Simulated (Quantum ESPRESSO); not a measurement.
Pt:

```
CELL_PARAMETERS angstrom
-1.58422 1.58422 1.58422
1.58422 -1.58422 1.58422
1.58422 1.58422 -1.58422
ATOMIC_POSITIONS crystal
Pt 0.00000 0.00000 0.00000
```

This isn't the form of Pt at room conditions, which is fcc.

```yaml
Program: Quantum ESPRESSO 7.5
Task: relaxation of cell and atoms
Functional: PBEsol
Dispersion: D3(BJ)
Potentials_or_basis: GBRV 1.5 PBEsol
Cutoff: 612 eV
Density_cutoff: 4898 eV
k_mesh: 12 × 12 × 12
Occupations: fermi-dirac, width 0.05 eV
Spin: no spin polarisation
```

At the start: pressure -17.5 GPa; volume 15.90 Å³/atom.

Question: How do energy, volume and symmetry change on relaxing?

Answer: Over 12 steps the energy falls by 58.5 meV/atom and the volume is 14.85 Å³/atom (-6.7 %); space group Im-3m (No. 229, to 0.05 Å).

The path:
```
step  energy change (eV)  largest force (eV/Å)  pressure (GPa)  volume (Å³)
   1              0.0000                0.0000          -17.47        15.90
   2             -0.0554                0.0000           -4.99        15.10
   3             -0.0207                0.0000           16.72        14.13
   4             -0.0356                0.0000           12.56        14.29
   5             -0.0527                0.0000            5.80        14.57
   6             -0.0584                0.0000           -1.52        14.91
   7             -0.0585                0.0000           -1.44        14.91
   8             -0.0585                0.0000           -1.29        14.90
   9             -0.0585                0.0000           -1.07        14.89
  10             -0.0585                0.0000           -0.79        14.88
  11             -0.0586                0.0000           -0.48        14.86
  12             -0.0585                0.0000           -0.13        14.85
```

Final structure:
```xyz
1
Lattice="2.6817 0.0000 0.0000 -0.8939 2.5283 0.0000 -0.8939 -1.2641 2.1896" Properties=species:S:1:pos:R:3 pbc="T T T"
Pt    0.0000    0.0000    0.0000
```

Caveat: pairwise dispersion overbinds metals, which lowers pressure and volume.
